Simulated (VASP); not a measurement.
# Si (Fd-3m) in VASP: further runs, part 2 of 2

VASP 6.6.1.

## Step 5: Band structure, TB-mBJ

File POSCAR:

```
Si                                      
1.0
    0.0000000000      2.7342968687      2.7342968687
    2.7342968687      0.0000000000      2.7342968687
    2.7342968687      2.7342968687      0.0000000000
  Si            
     2
Direct
     0.7500000000000000    0.7500000000000000    0.7500000000000000
     0.5000000000000000    0.5000000000000000    0.5000000000000000
```

File INCAR.step1:

```
SYSTEM = Si
  PREC = Accurate
  ENCUT = 520
  EDIFF = 1E-5
  ISMEAR = 0
  SIGMA = 0.03
  LREAL = .False.
  LASPH = .True.
  NELM = 80
  ALGO = Normal
  ISIF = 2
  LWAVE = .True.
  LCHARG = .False.
  NBANDS = 11
  GGA = PE
```

File INCAR.step2:

```
SYSTEM = Si
  PREC = Accurate
  ENCUT = 520
  EDIFF = 1E-6
  ISMEAR = 0
  SIGMA = 0.03
  LREAL = .False.
  LASPH = .True.
  NELM = 80
  ALGO = Normal
  ISIF = 2
  LWAVE = .False.
  LCHARG = .False.
  METAGGA = MBJ
  NBANDS = 11
  ISTART = 1
```

File KPOINTS:

```
Automatic mesh
0
Gamma
  10 10 10
  0 0 0
```

KPOINTS_OPT is that of step 4.

Potentials or basis: VASP PAW PBE potentials, release 64 (Si).

The run is started by

```console
cat potpaw_PBE.64/Si/POTCAR > POTCAR
cp INCAR.step1 INCAR
mpirun -np 1 vasp_std > vasp.out
cp INCAR.step2 INCAR
mpirun -np 1 vasp_std > vasp.out
```

OUTCAR:

```text
SYSTEM = Si
   PREC = Accurate
   ENCUT = 520
   EDIFF = 1E-6
   ISMEAR = 0
   LREAL = .False.
   LASPH = .True.
   NELM = 80
   ISIF = 2
   METAGGA = MBJ
   ISTART = 1

 ion  position               nearest neighbor table
   1  0.750  0.750  0.750-   2 2.37   2 2.37   2 2.37   2 2.37
   2  0.500  0.500  0.500-   1 2.37   1 2.37   1 2.37   1 2.37

  LATTYP: Found a face centered cubic cell.
 ALAT       =     5.4685937374

  Lattice vectors:

 A1 = (   0.0000000000,   2.7342968687,   2.7342968687)
 A2 = (   2.7342968687,   0.0000000000,   2.7342968687)
 A3 = (   2.7342968687,   2.7342968687,   0.0000000000)

Analysis of symmetry for initial positions (statically):
=====================================================================
 Subroutine PRICEL returns:
 Original cell was already a primitive cell.

 Routine SETGRP: Setting up the symmetry group for a
 face centered cubic supercell.

 Subroutine GETGRP returns: Found 48 space group operations
 (whereof 24 operations were pure point group operations)
 out of a pool of 48 trial point group operations.
[... 175 lines left out ...]
  band No.  band energies     occupation
      1      -6.4878      2.00000
      2       5.1381      2.00000
      3       5.1381      2.00000
      4       5.1381      2.00000
      5       8.3292      0.00000
      6       8.3292      0.00000
      7       8.3292      0.00000
      8       9.0836      0.00000
      9      13.6458      0.00000
     10      13.6458      0.00000
     11      13.6729      0.00000
[... 309 lines left out ...]
 k-point    24 :       0.4000    0.3000    0.0000
  band No.  band energies     occupation
      1      -4.3780      2.00000
      2      -0.0944      2.00000
      3       2.5185      2.00000
      4       2.8759      2.00000
      5       6.8719      0.00000
      6       8.1069      0.00000
      7      12.6553      0.00000
      8      12.8235      0.00000
      9      16.4015      0.00000
     10      16.4132      0.00000
     11      18.0944      0.00000

 [... further k-points ...]

------------------------ aborting loop because EDIFF is reached ----------------------------------------

  FORCE on cell =-STRESS in cart. coord.  units (eV):
  Direction    XX          YY          ZZ          XY          YZ          ZX
  --------------------------------------------------------------------------------------
  -------------------------------------------------------------------------------------
  Total       22.8239173     22.8239173     22.8239173      0.0000000      0.0000000     -0.0000000
  in kB      894.4040897    894.4040897    894.4040897      0.0000000      0.0000000     -0.0000000
  external PRESSURE =     894.4040897 kB  Pullay stress =       0.0000000 kB

 VOLUME and BASIS-vectors are now :
 -----------------------------------------------------------------------------
  energy-cutoff  :      520.00
  volume of cell :       40.89
      direct lattice vectors                 reciprocal lattice vectors
     0.000000000  2.734296869  2.734296869    -0.182862368  0.182862368  0.182862368
     2.734296869  0.000000000  2.734296869     0.182862368 -0.182862368  0.182862368
     2.734296869  2.734296869  0.000000000     0.182862368  0.182862368 -0.182862368

 POSITION                                       TOTAL-FORCE (eV/Angst)
 -----------------------------------------------------------------------------------
      4.10145      4.10145      4.10145         0.000000      0.000000      0.000000
      2.73430      2.73430      2.73430        -0.000000     -0.000000     -0.000000
 -----------------------------------------------------------------------------------
    total drift:                                0.000000     -0.000000     -0.000000

  FREE ENERGIE OF THE ION-ELECTRON SYSTEM (eV)
  ---------------------------------------------------
  free  energy   TOTEN  =        48.5568586689 eV

  energy  without entropy=       48.5568586689  energy(sigma->0) =       48.55685867
```

OUTCAR.step1:

```text
SYSTEM = Si
   PREC = Accurate
   ENCUT = 520
   EDIFF = 1E-5
   ISMEAR = 0
   LREAL = .False.
   LASPH = .True.
[... 561 lines left out ...]
      4.10145      4.10145      4.10145         0.000000     -0.000000     -0.000000
      2.73430      2.73430      2.73430        -0.000000      0.000000      0.000000
 -----------------------------------------------------------------------------------
    total drift:                                0.000000     -0.000000     -0.000000

  FREE ENERGIE OF THE ION-ELECTRON SYSTEM (eV)
  ---------------------------------------------------
  free  energy   TOTEN  =       -10.8492033880 eV

  energy  without entropy=      -10.8492033880  energy(sigma->0) =      -10.84920339
```

OSZICAR.step1:

```text
N       E                     dE             d eps       ncg     rms          rms(c)
DAV:   1     0.760244037830E+01    0.76024E+01   -0.32477E+03  1034   0.584E+02
DAV:   2    -0.104966381617E+02   -0.18099E+02   -0.17486E+02  1404   0.854E+01
DAV:   3    -0.110133204402E+02   -0.51668E+00   -0.51517E+00  1297   0.127E+01
DAV:   4    -0.110174172371E+02   -0.40968E-02   -0.40964E-02  1257   0.144E+00
DAV:   5    -0.110174585879E+02   -0.41351E-04   -0.41350E-04  1327   0.131E-01    0.475E+00
DAV:   6    -0.109014561519E+02    0.11600E+00   -0.65134E-02  1165   0.105E+00    0.289E+00
DAV:   7    -0.108476934529E+02    0.53763E-01   -0.12766E-01  1197   0.158E+00    0.167E-01
DAV:   8    -0.108489661486E+02   -0.12727E-02   -0.57022E-03  1154   0.404E-01    0.795E-02
DAV:   9    -0.108491783688E+02   -0.21222E-03   -0.20597E-04  1291   0.870E-02    0.581E-02
DAV:  10    -0.108492027070E+02   -0.24338E-04   -0.20918E-05  1218   0.264E-02    0.506E-03
DAV:  11    -0.108492033880E+02   -0.68105E-06   -0.19720E-06   780   0.741E-03
   1 F= -.10849203E+02 E0= -.10849203E+02  d E =-.442817E-22
```

Wall time 2.1 min (1 thread of Intel Xeon Platinum 8488C (Sapphire Rapids), shared host); peak memory 0.19 GiB.

What came out:

| Item | Value |
| --- | --- |
| Band gap on the k mesh | 1.30 eV, indirect (least direct gap 3.19 eV) |
| Band gap along the path | 1.30 eV, indirect (least direct gap 3.19 eV) |

Levels at the corners of the path, in eV from the valence-band top:
| point | band 1 | band 2 | band 3 | band 4 | band 5 | band 6 | band 7 | band 8 | band 9 |
| --- | --- | --- | --- | --- | --- | --- | --- | --- | --- |
| Γ | -11.63 | 0.00 | 0.00 | 0.00 | 3.19 | 3.19 | 3.19 | 3.95 | 8.51 |
| X | -7.58 | -7.58 | -2.67 | -2.67 | 1.45 | 1.45 | 10.90 | 10.90 | 11.68 |
| X | -7.58 | -7.58 | -2.67 | -2.67 | 1.45 | 1.45 | 10.90 | 10.90 | 11.68 |
| W | -7.44 | -7.44 | -3.52 | -3.52 | 4.85 | 4.85 | 5.66 | 5.66 | 11.32 |
| W | -7.44 | -7.44 | -3.52 | -3.52 | 4.85 | 4.85 | 5.66 | 5.66 | 11.32 |
| K | -8.01 | -7.00 | -3.95 | -2.26 | 1.93 | 4.74 | 8.19 | 8.55 | 8.91 |
| K | -8.01 | -7.00 | -3.95 | -2.26 | 1.93 | 4.74 | 8.19 | 8.55 | 8.91 |
| Γ | -11.63 | 0.00 | 0.00 | 0.00 | 3.19 | 3.19 | 3.19 | 3.95 | 8.51 |
| Γ | -11.63 | 0.00 | 0.00 | 0.00 | 3.19 | 3.19 | 3.19 | 3.95 | 8.51 |
| L | -9.38 | -6.64 | -1.12 | -1.12 | 2.15 | 4.03 | 4.03 | 8.57 | 11.42 |
| L | -9.38 | -6.64 | -1.12 | -1.12 | 2.15 | 4.03 | 4.03 | 8.57 | 11.42 |
| U | -8.01 | -7.00 | -3.95 | -2.26 | 1.93 | 4.74 | 8.19 | 8.55 | 8.91 |
| U | -8.01 | -7.00 | -3.95 | -2.26 | 1.93 | 4.74 | 8.19 | 8.55 | 8.91 |
| W | -7.44 | -7.44 | -3.52 | -3.52 | 4.85 | 4.85 | 5.66 | 5.66 | 11.32 |
| W | -7.44 | -7.44 | -3.52 | -3.52 | 4.85 | 4.85 | 5.66 | 5.66 | 11.32 |
| L | -9.38 | -6.64 | -1.12 | -1.12 | 2.15 | 4.03 | 4.03 | 8.57 | 11.42 |
| L | -9.38 | -6.64 | -1.12 | -1.12 | 2.15 | 4.03 | 4.03 | 8.57 | 11.42 |
| K | -8.01 | -7.00 | -3.95 | -2.26 | 1.93 | 4.74 | 8.19 | 8.55 | 8.91 |
| U | -8.01 | -7.00 | -3.95 | -2.26 | 1.93 | 4.74 | 8.19 | 8.55 | 8.91 |
| X | -7.58 | -7.58 | -2.67 | -2.67 | 1.45 | 1.45 | 10.90 | 10.90 | 11.68 |

Caveat: the PAW data sets were made with another functional, which shifts forces and pressure a little.

## Step 6: Band structure, LDA

File INCAR:

```
SYSTEM = Si
  PREC = Accurate
  ENCUT = 520
  EDIFF = 1E-6
  ISMEAR = 0
  SIGMA = 0.03
  LREAL = .False.
  LASPH = .True.
  NELM = 80
  ALGO = Fast
  ISIF = 2
  LWAVE = .False.
  LCHARG = .False.
  NBANDS = 11
```

KPOINTS is that of step 5.

POSCAR is that of step 5.

KPOINTS_OPT is that of step 5.

Potentials or basis: VASP PAW LDA potentials, release 64 (Si).

The run is started by

```console
cat potpaw_LDA.64/Si/POTCAR > POTCAR
mpirun -np 1 vasp_std > vasp.out
```

Run time: 75 s. Hardware: 1 thread of Intel Xeon Platinum 8488C (Sapphire Rapids), shared host; peak memory 0.15 GiB.

It converged, with:

```
Free energy             : -11.9040 eV
Pressure                : -3.3 GPa
Band gap on the k mesh  : 0.51 eV, indirect (least direct gap 2.51 eV)
Band gap along the path : 0.50 eV, indirect (least direct gap 2.51 eV)
```

Levels at the corners of the path, in eV from the valence-band top:
| point | band 1 | band 2 | band 3 | band 4 | band 5 | band 6 | band 7 | band 8 |
| --- | --- | --- | --- | --- | --- | --- | --- | --- |
| Γ | -11.82 | 0.00 | 0.00 | 0.00 | 2.51 | 2.51 | 2.51 | 2.97 |
| X | -7.75 | -7.75 | -2.80 | -2.80 | 0.64 | 0.64 | 9.80 | 9.80 |
| X | -7.75 | -7.75 | -2.80 | -2.80 | 0.64 | 0.64 | 9.80 | 9.80 |
| W | -7.59 | -7.59 | -3.79 | -3.79 | 4.18 | 4.18 | 4.85 | 4.85 |
| W | -7.59 | -7.59 | -3.79 | -3.79 | 4.18 | 4.18 | 4.85 | 4.85 |
| K | -8.16 | -7.17 | -4.24 | -2.38 | 1.13 | 4.02 | 7.31 | 7.81 |
| K | -8.16 | -7.17 | -4.24 | -2.38 | 1.13 | 4.02 | 7.31 | 7.81 |
| Γ | -11.82 | 0.00 | 0.00 | 0.00 | 2.51 | 2.51 | 2.51 | 2.97 |
| Γ | -11.82 | 0.00 | 0.00 | 0.00 | 2.51 | 2.51 | 2.51 | 2.97 |
| L | -9.53 | -6.89 | -1.18 | -1.18 | 1.35 | 3.30 | 3.30 | 7.48 |
| L | -9.53 | -6.89 | -1.18 | -1.18 | 1.35 | 3.30 | 3.30 | 7.48 |
| U | -8.16 | -7.17 | -4.24 | -2.38 | 1.13 | 4.02 | 7.31 | 7.81 |
| U | -8.16 | -7.17 | -4.24 | -2.38 | 1.13 | 4.02 | 7.31 | 7.81 |
| W | -7.59 | -7.59 | -3.79 | -3.79 | 4.18 | 4.18 | 4.85 | 4.85 |
| W | -7.59 | -7.59 | -3.79 | -3.79 | 4.18 | 4.18 | 4.85 | 4.85 |
| L | -9.53 | -6.89 | -1.18 | -1.18 | 1.35 | 3.30 | 3.30 | 7.48 |
| L | -9.53 | -6.89 | -1.18 | -1.18 | 1.35 | 3.30 | 3.30 | 7.48 |
| K | -8.16 | -7.17 | -4.24 | -2.38 | 1.13 | 4.02 | 7.31 | 7.81 |
| U | -8.16 | -7.17 | -4.24 | -2.38 | 1.13 | 4.02 | 7.31 | 7.81 |
| X | -7.75 | -7.75 | -2.80 | -2.80 | 0.64 | 0.64 | 9.80 | 9.80 |

## Step 7: Overview

```csv
level,potentials or basis,k mesh,grid for exact exchange (PRECFOCK),exchange at q = 0,gap on the mesh (eV),pressure (GPa)
PBE0,"VASP PAW PBE potentials, release 64 (Si)",6 × 6 × 6,Fast,truncated,1.99,-2.0
PBE,"VASP PAW PBE potentials, release 64 (Si)",10 × 10 × 10,-,-,0.62,0.0
r2SCAN,"VASP PAW PBE potentials, release 64 (Si)",10 × 10 × 10,-,-,0.81,-1.5
TB-mBJ,"VASP PAW PBE potentials, release 64 (Si)",10 × 10 × 10,-,-,1.30,-
LDA,"VASP PAW LDA potentials, release 64 (Si)",10 × 10 × 10,-,-,0.51,-3.3
```

Alike in all rows: task band structure; no spin polarisation; cell as given; cutoff (eV) 520; smearing gaussian 0.03 eV.

Caveats: the PAW data sets were made with another functional, which shifts forces and pressure a little (some runs); the mesh misses the band edges, which the band path finds closer together (some runs).

Absolute energies hang on the potentials; compare differences alone.
